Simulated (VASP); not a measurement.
TaN: single point with HSE06

Crystal: TaN.

```
Ta N
1.0
     3.04800    0.00000    0.00000
    -1.52400    2.63965    0.00000
     0.00000    0.00000    4.91800
Ta N
2 2
Cartesian
  0.0000 0.0000 0.0000
  0.0000 0.0000 2.4590
  0.0000 1.7598 1.2295
  1.5240 0.8799 3.6885
```

```yaml
Program: VASP 6.6.1
Task: single point
Functional: HSE06
Potentials_or_basis: VASP PAW PBE potentials, release 64 (Ta_pv, N)
Cutoff: 450 eV
k_mesh: 5 × 5 × 3
Occupations: gaussian, width 0.05 eV
Spin: collinear spin, antiferromagnetic start
Starting_moments: "[0.5, -0.5, 0.0, 0.0] μB"
```

- Band gap on the k mesh: none (metal or under the smearing width)
- Net moment: 0.00 μB per cell
- Valence electrons inside the program's atomic spheres: Ta 9.31; N 3.82

Levels at points of the mesh, in eV from the Fermi level:
Spin up:
| k point | band 13 | band 14 | band 15 | band 16 | band 17 | band 18 | band 19 | band 20 |
| --- | --- | --- | --- | --- | --- | --- | --- | --- |
| (0.00, 0.00, 0.00) | -4.34 | -4.34 | -4.32 | -1.93 | -1.93 | -0.37 | -0.37 | 3.57 |
Spin down:
```csv
k point,band 12,band 13,band 14,band 15,band 16,band 17,band 18,band 19,band 20
"(0.00, 0.00, 0.00)",-6.11,-4.34,-4.34,-4.32,-1.93,-1.93,-0.37,-0.37,3.57
```

It took 13 min on 1 thread of Intel(R) Xeon(R) Platinum 8488C (Sapphire Rapids), on a shared host, peak memory 0.27 GiB.

Caveat: the k mesh is coarse (spacing up to 0.48 Å⁻¹), so the values aren't converged, least of all with exact exchange. The run has no spin-orbit coupling, so splittings on Ta are missing.
